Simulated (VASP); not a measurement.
**Ge: relaxation of cell and atoms with r2SCAN+D3(BJ)**

The system is Ge.

```
CELL_PARAMETERS angstrom
1.39715 -2.60052 0.00000
1.39715 2.60052 0.00000
0.00000 0.00000 2.69823
ATOMIC_POSITIONS crystal
Ge 0.50000 0.50000 0.00000
```

This isn't the form of Ge at room conditions, which is diamond.

```yaml
Program: VASP 6.6.1
Task: relaxation of cell and atoms
Functional: r2SCAN
Dispersion: D3(BJ)
Potentials_or_basis: VASP PAW PBE potentials, release 64 (Ge_d)
Cutoff: 600 eV
k_mesh: 11 × 11 × 10
Occupations: gaussian, width 0.05 eV
Spin: no spin polarisation
Further_INCAR_settings: ALGO = Normal; EDIFF = 1e-07; IBRION = 2; EDIFFG = -0.01; NSW = 40; ISIF = 3
```

The relaxed volume is 18.30 Å³/atom. The relaxed cell is a = 2.815 Å, b = 2.815 Å, c = 2.673 Å, α = 90.00°, β = 90.00°, γ = 120.24° and the space group after relaxing (to 0.05 Å) is P6/mmm (No. 191). The energy gained by relaxing is 25.1 meV/atom, the ionic steps are 17 and the pressure after relaxing is 0.0 GPa. The band gap on the k mesh is none (metal or under the smearing width) and the dispersion energy per atom is -0.171 eV.

Stress tensor (GPa, compression positive):
```
-0.04  0.00  0.00
 0.00  0.02  0.00
 0.00  0.00  0.05
```

The path:
| step | energy change (eV) | largest force (eV/Å) | pressure (GPa) | volume (Å³) |
| --- | --- | --- | --- | --- |
| 1 | 0.0000 | 0.0000 | -4.41 | 19.61 |
| 2 | -0.0208 | 0.0000 | 0.96 | 18.11 |
| 3 | -0.0211 | 0.0000 | 0.37 | 18.27 |
| 4 | -0.0211 | 0.0000 | 0.28 | 18.29 |
| 5 | -0.0228 | 0.0000 | -0.01 | 18.32 |
| 6 | -0.0237 | 0.0000 | -0.31 | 18.34 |
| 7 | -0.0249 | 0.0000 | -0.38 | 18.39 |
| 8 | -0.0249 | 0.0000 | -0.38 | 18.38 |
| 9 | -0.0249 | 0.0000 | -0.40 | 18.38 |
| 10 | -0.0251 | 0.0000 | 0.40 | 18.21 |
| 11 | -0.0251 | 0.0000 | 0.04 | 18.29 |
| 12 | -0.0251 | 0.0000 | 0.01 | 18.30 |
| 13 | -0.0251 | 0.0000 | -0.02 | 18.31 |
| 14 | -0.0251 | 0.0000 | 0.00 | 18.31 |
| 15 | -0.0251 | 0.0000 | -0.04 | 18.31 |
| 16 | -0.0251 | 0.0000 | -0.04 | 18.31 |
| 17 | -0.0251 | 0.0000 | 0.01 | 18.30 |

Final structure:
```xyz
1
Lattice="1.4024 -2.4408 0.0000 1.4024 2.4408 0.0000 0.0000 0.0000 2.6731" Properties=species:S:1:pos:R:3 pbc="T T T"
Ge    1.4024    0.0000    0.0000
```

Levels at points of the mesh, in eV from the Fermi level:
| k point | band 3 | band 4 | band 5 | band 6 | band 7 | band 8 | band 9 | band 10 | band 11 |
| --- | --- | --- | --- | --- | --- | --- | --- | --- | --- |
| (0.00, 0.00, 0.00) | -25.47 | -25.28 | -25.28 | -14.12 | 6.80 | 9.25 | 9.35 | 10.54 | 15.23 |
| (0.00, 0.00, 0.50) | -25.36 | -25.36 | -25.33 | -10.08 | -6.39 | 12.44 | 12.54 | 18.49 | 18.66 |

Run time: 20 min on 1 thread of Intel(R) Xeon(R) Platinum 8259CL CPU @ 2.50GHz (Skylake/Cascade Lake), with other jobs on the host, peak memory 0.22 GiB.

Caveat: the PAW data sets were made with another functional, which shifts forces and pressure a little; pairwise dispersion overbinds metals, which lowers pressure and volume.
